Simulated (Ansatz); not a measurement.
HfN: relaxation of cell and atoms with PBEsol

HfN:

```xyz
2
Lattice="0.0000 2.4548 2.4548 2.4548 0.0000 2.4548 2.4548 2.4548 0.0000" Properties=species:S:1:pos:R:3 pbc="T T T"
Hf    0.0000    0.0000    0.0000
N     1.2274    1.2274    1.2274
```

The cell comes from a database or a generator and needn't be the stable form of this composition.

```
Program               : Ansatz 0.2.0
Task                  : relaxation of cell and atoms
Functional            : PBEsol
Potentials or basis   : Ansatz PAW
Cutoff                : 420 eV (not typed: the program's choice for these potentials)
k mesh                : 9 × 9 × 9
Occupations           : fermi-dirac, width 0.05 eV
Spin                  : no spin polarisation
Target pressure       : 10 GPa
Target pressure (GPa) : 10
```

```yaml
Relaxed_volume: 13.77 Å³/atom
Relaxed_cell: a = 3.390 Å, b = 3.390 Å, c = 3.390 Å, α = 60.00°, β = 60.00°, γ = 60.00°
Space_group_after_relaxing_to_0.05_Å: F-43m (No. 216)
Energy_change_on_relaxing_the_enthalpy_is_what_falls: +12.9 meV/atom
Ionic_steps: 7
Pressure_after_relaxing: 10.0 GPa
Band_gap_on_the_k_mesh: none (metal or under the smearing width)
```

Step by step:
```
step  energy change (eV)  largest force (eV/Å)  volume (Å³)
   1              0.0000                0.0000        29.59
   2              0.0939                0.0000        26.70
   3              0.0150                0.0000        27.66
   4              0.0204                0.0000        27.57
   5              0.0242                0.0000        27.57
   6              0.0257                0.0000        27.54
   7              0.0258                0.0000        27.54
```

Final structure:
```
Hf N
1.0
     0.00000    2.39696    2.39696
     2.39696    0.00000    2.39696
     2.39696    2.39696    0.00000
Hf N
1 1
Direct
  0.00000 0.00000 0.00000
  0.25000 0.25000 0.25000
```

Levels at points of the mesh, in eV from the Fermi level:
| k point | band 13 | band 14 | band 15 | band 16 | band 17 | band 18 |
| --- | --- | --- | --- | --- | --- | --- |
| (0.00, 0.00, 0.00) | -5.80 | -5.80 | -5.80 | -0.50 | 2.34 | 2.34 |

Wall time 10 s on 2 threads of Arm Neoverse V1 (shared host), peak memory 0.32 GiB.

Caveat: the plane-wave basis is chosen anew once the cell has moved, so the energies of steps on either side of that aren't comparable; the pressure holds a Pulay correction of +0.4 GPa for the finite cutoff; the PAW data sets come from PBE, with cores solved anew for the run's functional, which leaves a small shift of forces and pressure. The run has no spin-orbit coupling, so splittings on Hf are missing.
